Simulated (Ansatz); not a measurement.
## HfO2: input, output and frames of a trajectory

These are results of Ansatz 0.2.0, DFT PBE, scalar-relativistic, plane waves, PAW, not measurements. Settings: plane waves to 420 eV, k-mesh 2×2×2 (shifted by 0.5, 0.5, 0.5 steps), Fermi–Dirac smearing 0.37 eV. The mesh is coarse. Spin–orbit coupling is left out, which can shift energies with elements as heavy as these. No spin polarisation.

24 atoms, starting at 1.12 times the perfect crystal's volume (space group Fm-3m); Langevin thermostat at 4300 K (friction 0.02 fs⁻¹), fixed cell; 75 steps of 2 fs. The run is short and not equilibrated.

The run converged.

The run took 13 min on 4 threads of Arm Neoverse V1, on a shared host, peak memory 1.5 GiB.

Command:
```bash
ansatz run input.yaml --threads 4 --pin off --max-ram 9216MiB --backend cpu --events-out ev --progress --plain --runs-dir out
```

Input:
```yaml
crystal:
  lattice:
    - [-5.2938635521, 5.2938635521, 0.0]
    - [-5.2938635521, 0.0, 5.2938635521]
    - [0.0, 5.2938635521, 5.2938635521]
  atoms:
    - { symbol: Hf, position: [1.0054084931, 1.0138075761, 0.4735764952] }
    - { symbol: Hf, position: [0.5123250138, 0.9761455452, 0.5481456392] }
    - { symbol: Hf, position: [0.9971224131, 0.5149817013, 0.5103370538] }
    - { symbol: Hf, position: [0.9946806176, 0.9807517098, -0.0054741694] }
    - { symbol: Hf, position: [0.501034324, 0.5044686047, 0.4911532697] }
    - { symbol: Hf, position: [0.5088962797, 0.982644796, -0.0006846438] }
    - { symbol: Hf, position: [0.9458301255, 0.4853434676, 0.0136226588] }
    - { symbol: Hf, position: [0.4684168442, 0.4863902924, 0.0354753661] }
    - { symbol: O, position: [0.8522640703, 0.9302958333, 0.3448408631] }
    - { symbol: O, position: [0.4235360287, 0.8400743658, 0.4216107547] }
    - { symbol: O, position: [0.8659809329, 0.376546605, 0.3454858291] }
    - { symbol: O, position: [0.9329434065, 0.8248997007, 0.8578550044] }
    - { symbol: O, position: [0.429013007, 0.3539051168, 0.3877160621] }
    - { symbol: O, position: [0.3246339498, 0.8563260827, 0.909613649] }
    - { symbol: O, position: [0.9663598932, 0.3210695449, 0.8689517723] }
    - { symbol: O, position: [0.2804127745, 0.4776439983, 0.8819219346] }
    - { symbol: O, position: [0.5734324116, 0.6291629202, 0.1309830562] }
    - { symbol: O, position: [0.1020560719, 0.6047282841, 0.1947343246] }
    - { symbol: O, position: [0.6071747259, 0.1743759333, 0.056393837] }
    - { symbol: O, position: [0.6701939713, 0.6203519321, 0.6820822483] }
    - { symbol: O, position: [0.1745246568, 0.0597156568, 0.1694322353] }
    - { symbol: O, position: [0.1650917092, 0.6705265954, 0.5205145312] }
    - { symbol: O, position: [0.5972560213, 0.1394612563, 0.6744793945] }
    - { symbol: O, position: [0.0978926567, 0.1528747473, 0.5906846266] }
basis:
  ecutwfc: 420
kpoints:
  mp_grid: { grid: [2, 2, 2], shift: [0.5, 0.5, 0.5] }
hamiltonian:
  xc: pbe
scf:
  occupations: { method: fermi_dirac, width: 0.3705 }
  lower_state_search: "off"
  convergence: { dr2_threshold: 1.0e-07 }
output:
  forces: true
  stress: true
md:
  timestep: 2.0
  n_steps: 75
  ensemble: nvt_langevin
  temperature: 4300.0
  initial_velocities: maxwell_boltzmann
  seed: 41374
  friction: 0.02
```

Output (its end):
```
...
  E_band       = -326.118062
  E_kinetic    = 6187.242087
  E_local      = -51145.163319  (includes V_loc(G=0)·N_el)
  E_nonlocal   = -9171.405578
  E_hartree    = 23310.279200
  E_xc         = -3581.433878
  E_vxc        = -3636.816971  (∫ρ·V_xc dr)
  E_paw        = -57950.765783  (= ΣΔE_a)
  E_vpaw       = 10819.436133  (= ΣTr[D̂ρ^β])
  E_aug_tail   = 0.039471  (compensation charges beyond the density's cutoff)
  E_ewald      = -42527.383760
  E_smearing   = -0.354519  (= −TS)
  E_closure    = -0.000000  (closes the sum)
  Σ components = -134878.946079   (vs F -134878.946079, Δ=0.00e0)
--- Forces (eV/Å), atoms counted from 1 ---
  atom   1  Hf    -1.65813222     1.97547865     4.27330506
  atom   2  Hf     1.81320009     1.01162211    -2.30319525
  atom   3  Hf     0.25053849    -0.18108280    -0.38755339
  atom   4  Hf    -2.01337333    -4.75560289    -1.11344372
  atom   5  Hf     3.64188563     0.81727080    -0.14279359
  atom   6  Hf    -4.35579395     0.71313657     1.79229096
  atom   7  Hf    -0.47962885     0.97294899    -0.82069761
  atom   8  Hf    -2.20857603    -2.33931387     0.24655508
  atom   9  O      2.45733740     0.84365175     2.08880405
  atom  10  O     -0.94060037     1.97756565     0.79644504
  atom  11  O      0.24033146     1.51605721    -0.65822383
  atom  12  O      2.98695611    -0.47886293    -0.41099619
  atom  13  O     -0.50036503    -0.82126429     1.42053104
  atom  14  O      3.47521630    -1.85707819    -2.60250181
  atom  15  O     -1.62677022    -2.70388749     2.19460809
  atom  16  O      1.97323384    -1.61477916    -0.41673348
  atom  17  O     -0.66072049     1.50682925    -0.48578267
  atom  18  O      0.79251078     0.98778708    -3.50621060
  atom  19  O      4.03077745     1.54470809    -5.70600444
  atom  20  O     -0.65788623     0.52213494    -1.72926868
  atom  21  O     -0.05142362    -1.12655892     2.63215063
  atom  22  O     -0.78386002    -0.63414655     1.78825011
  atom  23  O     -4.03414076     3.99851980     0.52517066
  atom  24  O     -1.69086403    -1.87515766     2.52520735
  max |Σ_I F_I| component: 1.48e-4 eV/Å
--- Stress (GPa, compression-positive) ---
       10.611211       0.907359      -0.819049
        0.907359       7.749830      -3.691327
       -0.819049      -3.691327       8.108307
  P = ⅓ Tr σ = 8.8231 GPa (88.231 kbar)
--- MD trajectory: 75 steps, t = 0.0 → 150.0 fs ---
  final state: T = 3867.7 K   F+E_penalty+E_count = -134878.94607914 eV   E_kin = 11.998380 eV
```

Frames along the run (Å, eV/Å; dE is the potential energy from the first frame):

```xyz
24
Lattice="-5.294 5.294 0.000 -5.294 0.000 5.294 0.000 5.294 5.294" Properties=species:S:1:pos:R:3:forces:R:3 pbc="T T T" time_fs=0.00 dE_eV=0.0000 T_K=4121
Hf  -10.689    7.830    7.874    0.394    2.359    0.993
Hf   -7.880    5.614    8.069    1.063   -1.932   -0.602
Hf   -8.005    7.980    5.428   -0.154    1.631   -0.749
Hf  -10.458    5.237    5.163    0.529   -0.218   -0.689
Hf   -5.323    5.253    5.271    1.003   -0.211    1.698
Hf   -7.896    2.690    5.198    0.703    0.617    2.025
Hf   -7.576    5.079    2.641   -3.979    3.001    1.217
Hf   -5.055    2.668    2.763    1.737   -2.870    0.949
O    -9.437    6.337    6.750    1.286   -1.016    1.277
O    -6.689    4.474    6.679   -1.795    0.838   -0.127
O    -6.578    6.413    3.822    1.387   -1.321    0.447
O    -9.306    9.480    8.908    1.385   -0.811    1.874
O    -4.145    4.324    3.926    2.468   -0.388   -2.116
O    -6.252    6.534    9.349   -2.488   -1.204   -1.103
O    -6.815    9.716    6.300    0.830    0.126   -0.092
O    -4.013    6.153    7.197   -0.045    0.514   -1.814
O    -6.366    3.729    4.024   -3.427    0.542   -0.121
O    -3.742    1.571    4.232   -1.560   -0.161   -0.198
O    -4.137    3.513    1.222    0.800    0.736   -1.994
O    -6.832    7.159    6.895   -0.081   -0.105    0.365
O    -1.240    1.821    1.213   -2.460   -0.766   -0.894
O    -4.424    3.630    6.305    2.018   -0.960    0.052
O    -3.900    6.732    4.309    0.736    0.902   -0.774
O    -1.328    3.645    3.936   -0.348    0.698    0.376
24
Lattice="-5.294 5.294 0.000 -5.294 0.000 5.294 0.000 5.294 5.294" Properties=species:S:1:pos:R:3:forces:R:3 pbc="T T T" time_fs=18.00 dE_eV=2.9489 T_K=3414
Hf  -10.619    7.616    7.908    1.478    3.345   -0.728
Hf   -7.827    5.589    8.047   -2.151   -2.626   -0.624
Hf   -8.020    8.022    5.409    3.618    0.443    0.982
Hf  -10.431    5.284    5.152    0.481   -2.345    2.741
Hf   -5.308    5.233    5.376    0.031    0.356    1.351
Hf   -7.877    2.800    5.205   -5.539   -0.761    3.086
Hf   -7.781    5.211    2.678   -0.463   -0.900   -1.619
Hf   -4.921    2.579    2.811   -3.174    0.118   -3.091
O    -9.160    6.294    6.787   -3.140    1.433   -0.979
O    -6.749    4.591    6.823    1.251   -3.237   -3.742
O    -6.448    6.469    3.629   -1.780   -3.666    1.409
O    -9.068    9.402    9.122   -1.145    1.661   -1.231
O    -4.326    4.236    3.767    1.780    0.572   -0.101
O    -6.477    5.891    9.252    1.759    4.435    0.100
O    -6.766    9.509    6.474   -2.438    1.921    1.777
O    -4.206    6.350    6.849    2.058   -1.316    0.996
O    -6.735    3.716    4.122    3.940    2.248   -3.156
O    -3.975    1.525    4.357    0.470    0.152   -2.405
O    -4.506    3.638    0.915    2.778   -1.493    1.624
O    -6.692    6.942    6.728   -0.310    1.512   -0.281
O    -1.305    1.650    0.795    1.891   -0.460    3.607
O    -4.300    3.545    6.284   -0.589    1.427    0.680
O    -3.889    6.888    4.160   -0.222   -0.809   -0.693
O    -1.397    3.626    3.900   -0.583   -2.007    0.298
24
Lattice="-5.294 5.294 0.000 -5.294 0.000 5.294 0.000 5.294 5.294" Properties=species:S:1:pos:R:3:forces:R:3 pbc="T T T" time_fs=38.00 dE_eV=1.8246 T_K=4357
Hf  -10.629    7.472    7.941   -1.802    1.248   -1.786
Hf   -7.793    5.465    7.945   -1.513   -1.618   -0.488
Hf   -7.902    7.954    5.409    1.093    1.375    1.270
Hf  -10.385    5.247    5.155   -0.731   -0.289    2.850
Hf   -5.300    5.113    5.482   -0.401   -0.072   -2.763
Hf   -7.927    2.867    5.266    1.749   -1.147   -2.056
Hf   -8.011    5.335    2.616    0.969   -0.863   -1.089
Hf   -4.860    2.431    2.838   -5.080    5.292   -3.052
O    -9.057    6.507    6.583   -0.126   -1.838   -0.056
O    -6.787    4.178    6.496   -1.007    2.140    0.038
O    -6.557    6.073    3.626    1.702    2.140    1.786
O    -8.867    9.624    9.327   -1.850   -0.679   -0.024
O    -4.096    4.319    3.607    1.877   -0.691    0.135
O    -6.553    6.028    9.295    0.860    0.938   -1.250
O    -6.961    9.691    6.671    1.029   -1.988   -4.210
O    -4.122    6.380    6.691    1.093   -0.657    0.727
O    -6.466    3.742    3.790    0.061   -3.335    1.888
O    -3.936    1.400    4.121    1.334    0.838    0.911
O    -4.275    3.554    0.812   -0.808    0.492    2.690
O    -6.521    7.050    6.579   -0.233   -1.312    0.259
O    -1.098    1.639    0.950   -0.383   -0.177    0.487
O    -4.216    3.643    6.377    0.157    0.419   -0.016
O    -3.992    6.959    3.914    2.744   -1.056    1.606
O    -1.350    3.382    3.592   -0.734    0.841    2.144
24
Lattice="-5.294 5.294 0.000 -5.294 0.000 5.294 0.000 5.294 5.294" Properties=species:S:1:pos:R:3:forces:R:3 pbc="T T T" time_fs=56.00 dE_eV=4.2519 T_K=3599
Hf  -10.711    7.347    7.954    1.101    1.860    3.823
Hf   -7.788    5.303    7.871    3.344    3.441    1.368
Hf   -7.777    7.924    5.438    1.600    0.128   -1.613
Hf  -10.298    5.240    5.259   -3.998    2.081    1.962
Hf   -5.334    5.072    5.511   -0.082    1.574   -2.526
Hf   -7.948    2.860    5.263   -1.199   -3.837   -1.797
Hf   -8.093    5.305    2.542    2.945   -1.893    0.025
Hf   -4.900    2.410    2.806   -2.353    0.804   -1.933
O    -8.881    6.403    6.208   -1.783   -2.322    3.620
O    -7.044    4.110    6.407    2.626    2.147   -0.934
O    -6.533    6.128    4.039    0.170   -0.438   -1.308
O    -9.172    9.604    9.409    2.949   -2.365   -2.703
O    -3.831    4.386    3.243   -3.109   -3.471    3.095
O    -6.368    6.444    9.255    0.592   -2.456   -0.514
O    -7.083    9.616    6.178    1.605    1.454    0.737
O    -3.985    6.171    6.644   -0.301    0.986    0.214
O    -6.014    3.629    3.718   -3.788    1.800    3.437
O    -3.673    1.548    4.007    0.389   -0.684   -1.136
O    -4.224    3.390    1.206    0.621    1.363   -3.960
O    -6.346    6.990    6.490    0.065   -1.478    0.719
O    -1.210    1.505    1.238   -1.342   -0.753   -0.975
O    -4.135    3.713    6.599   -0.998   -1.295    0.332
O    -3.804    6.569    4.061   -0.302    2.588   -0.650
O    -1.481    3.312    3.503    1.247    0.766    0.716
24
Lattice="-5.294 5.294 0.000 -5.294 0.000 5.294 0.000 5.294 5.294" Properties=species:S:1:pos:R:3:forces:R:3 pbc="T T T" time_fs=76.00 dE_eV=6.7634 T_K=4511
Hf  -10.732    7.350    7.936   -0.419   -0.408    1.842
Hf   -7.786    5.199    7.831   -0.985    0.506    3.492
Hf   -7.640    7.927    5.473    1.027   -2.169   -2.261
Hf  -10.285    5.160    5.329   -3.452   -2.847   -4.582
Hf   -5.372    5.023    5.439    3.604    2.640   -5.187
Hf   -7.907    2.774    5.213    0.827   -2.535   -3.176
Hf   -8.114    5.245    2.416    1.928   -1.409    1.197
Hf   -5.006    2.467    2.753   -0.370   -1.460   -0.648
O    -9.222    6.226    6.330    3.794    1.977    3.186
O    -6.843    4.434    6.260   -4.983   -3.403    3.208
O    -6.544    6.189    4.306    2.032    1.598   -0.755
O    -9.032    9.299    9.096   -0.297    2.077    2.961
O    -4.114    4.086    3.061    2.063    3.456    1.580
O    -5.904    6.546    9.313   -0.733   -2.560    0.239
O    -6.852    9.759    5.904   -1.066   -4.629    0.602
O    -3.849    6.018    6.296   -1.215    0.159    1.179
O    -6.452    3.772    3.966    0.538   -1.766   -0.876
O    -3.183    1.545    3.528   -3.927    1.327    0.191
O    -4.217    3.305    0.784   -1.446    0.733    1.307
O    -6.321    6.810    6.688   -2.135    1.144    0.098
O    -1.422    1.207    1.136    2.011    4.019    2.714
O    -4.180    3.299    7.112    1.165    1.509   -4.646
O    -3.746    6.531    3.948    0.839    0.623   -2.049
O    -1.591    3.382    3.420    1.201    1.420    0.386
24
Lattice="-5.294 5.294 0.000 -5.294 0.000 5.294 0.000 5.294 5.294" Properties=species:S:1:pos:R:3:forces:R:3 pbc="T T T" time_fs=94.00 dE_eV=4.4271 T_K=4849
Hf  -10.749    7.382    7.923    4.721    1.512    1.857
Hf   -7.782    5.074    7.841   -1.835    3.522    2.571
Hf   -7.595    7.910    5.518   -0.979   -3.048    0.189
Hf  -10.317    5.050    5.286    1.135    0.049    3.078
Hf   -5.463    4.977    5.309    0.792   -0.042   -1.584
Hf   -7.819    2.676    5.151   -4.291   -4.341   -0.269
Hf   -8.104    5.221    2.269   -0.311   -1.453    2.152
Hf   -5.092    2.571    2.713   -1.806   -1.317   -0.906
O    -9.264    6.363    6.772    0.424   -4.039   -3.267
O    -7.149    4.277    6.159    1.333    0.553    0.587
O    -6.149    6.461    4.295   -1.767    0.367    0.238
O    -9.276    9.252    9.402    1.054    2.259   -2.968
O    -4.442    4.366    3.205    0.747    0.799    2.788
O    -5.819    6.215    9.393   -2.813    2.208   -2.256
O    -6.601    9.388    6.273   -2.004   -0.055    0.579
O    -4.030    5.918    6.278    0.150   -0.285    0.089
O    -6.928    3.587    3.793    4.177    1.868   -2.928
O    -3.566    1.588    3.454    2.602   -0.505    0.592
O    -4.345    3.190    0.883    0.892   -1.195    2.322
O    -6.594    6.581    6.992   -0.178    1.580   -1.899
O    -1.303    1.277    1.294   -2.258    0.064    0.321
O    -3.996    3.237    6.772    0.882    3.814   -1.933
O    -3.520    6.903    3.802    0.138   -2.119   -0.438
O    -1.417    3.578    3.428   -0.802   -0.196    1.085
24
Lattice="-5.294 5.294 0.000 -5.294 0.000 5.294 0.000 5.294 5.294" Properties=species:S:1:pos:R:3:forces:R:3 pbc="T T T" time_fs=112.00 dE_eV=6.0296 T_K=4183
Hf  -10.630    7.363    7.909    1.609    1.065    2.301
Hf   -7.890    5.016    7.911    0.634    2.121    2.256
Hf   -7.588    7.855    5.495    0.285   -2.577   -2.770
Hf  -10.365    5.079    5.210   -1.378    1.957    1.594
Hf   -5.559    4.894    5.226    0.645    2.193    1.166
Hf   -7.759    2.558    5.064   -1.291   -1.318   -1.223
Hf   -8.087    5.120    2.231   -2.845    1.414    1.322
Hf   -5.199    2.647    2.642   -4.034   -3.476    6.042
O    -9.144    6.189    6.894   -4.950    0.289   -3.461
O    -7.445    4.145    6.184    2.787    2.159    0.457
O    -5.954    6.691    4.306   -1.874   -1.485    0.626
O    -9.440    9.458    9.276    2.421   -1.421   -3.320
O    -4.568    4.537    3.630    2.209   -1.700   -2.272
O    -6.080    6.340    9.342   -1.099    0.223    1.012
O    -6.715    9.213    6.779    2.820    1.291   -4.092
O    -4.345    5.947    6.475   -0.228   -0.370    1.339
O    -6.928    3.720    3.588    0.595    0.159    3.258
O    -3.499    1.531    3.838    0.285    0.303    0.316
O    -4.277    3.037    1.234    3.940    3.207   -6.301
O    -6.912    6.679    6.960    1.711   -0.266   -0.170
O    -1.673    1.516    1.326    1.813   -1.790    2.199
O    -3.724    3.768    5.973   -2.373   -0.746    1.418
O    -3.587    6.973    3.866   -0.935   -1.412   -2.050
O    -1.360    3.661    3.654   -0.748    0.182    0.351
24
Lattice="-5.294 5.294 0.000 -5.294 0.000 5.294 0.000 5.294 5.294" Properties=species:S:1:pos:R:3:forces:R:3 pbc="T T T" time_fs=132.00 dE_eV=5.2914 T_K=4108
Hf  -10.513    7.338    7.853   -1.747    4.038    3.593
Hf   -7.914    4.959    8.021   -0.457    2.482    0.230
Hf   -7.522    7.858    5.351    0.431    0.801   -2.436
Hf  -10.399    5.251    5.086    0.233   -1.704   -0.993
Hf   -5.698    4.789    5.191    4.166    5.384    0.976
Hf   -7.701    2.436    5.006   -4.292   -1.187    2.682
Hf   -8.206    5.033    2.264    1.528    3.344   -3.340
Hf   -5.252    2.700    2.573    0.638   -0.994   -3.515
O    -9.684    6.227    6.585    2.587   -1.474   -0.787
O    -7.279    4.298    6.217    0.762   -1.239   -0.585
O    -6.054    6.747    4.370   -0.004   -2.926   -0.193
O    -9.494    9.626    8.601   -1.952   -4.190    4.430
O    -4.601    4.472    3.455    1.571   -1.871   -1.790
O    -6.750    6.179    9.476    2.397   -0.639   -0.973
O    -6.494    9.717    6.373   -0.439   -3.045    0.717
O    -4.640    5.865    6.954    0.316    2.303   -1.000
O    -6.741    3.635    3.797   -0.568   -0.128   -1.165
O    -3.385    1.324    4.322   -2.292   -0.517   -2.280
O    -4.122    3.307    0.940   -1.099   -0.631    0.526
O    -7.001    6.727    6.778    0.548    0.455    2.969
O    -1.446    1.511    1.391   -2.992    0.891   -0.645
O    -3.727    3.920    5.672   -0.890   -0.239    1.972
O    -3.750    6.771    3.686    3.123    0.371    1.251
O    -1.338    3.618    3.501   -1.566    0.716    0.357
24
Lattice="-5.294 5.294 0.000 -5.294 0.000 5.294 0.000 5.294 5.294" Properties=species:S:1:pos:R:3:forces:R:3 pbc="T T T" time_fs=150.00 dE_eV=7.2876 T_K=3868
Hf  -10.466    7.300    7.803   -1.658    1.975    4.273
Hf   -7.991    4.917    8.050    1.813    1.012   -2.303
Hf   -7.497    7.859    5.246    0.251   -0.181   -0.388
Hf  -10.389    5.424    5.049   -2.013   -4.756   -1.113
Hf   -5.666    4.806    5.131    3.642    0.817   -0.143
Hf   -7.699    2.360    4.989   -4.356    0.713    1.792
Hf   -8.375    4.997    2.290   -0.480    0.973   -0.821
Hf   -5.257    2.710    2.450   -2.209   -2.339    0.247
O    -9.570    6.387    6.406    2.457    0.844    2.089
O    -7.031    4.023    6.196   -0.941    1.978    0.796
O    -6.205    6.393    4.172    0.240    1.516   -0.658
O    -9.768    9.227    8.619    2.987   -0.479   -0.411
O    -4.548    4.482    3.194   -0.500   -0.821    1.421
O    -6.873    6.013    9.721    3.475   -1.857   -2.603
O    -6.488    9.734    6.249   -1.627   -2.704    2.195
O    -4.661    6.117    7.046    1.973   -1.615   -0.417
O    -6.578    3.430    3.850   -0.661    1.507   -0.486
O    -3.388    0.950    4.354    0.793    0.988   -3.506
O    -4.272    3.306    1.093    4.031    1.545   -5.706
O    -6.958    7.015    7.014   -0.658    0.522   -1.729
O    -1.417    1.688    1.222   -0.051   -1.127    2.632
O    -3.662    4.031    5.556   -0.784   -0.634    1.788
O    -3.424    6.530    3.562   -4.034    3.999    0.525
O    -1.434    3.557    3.362   -1.691   -1.875    2.525
```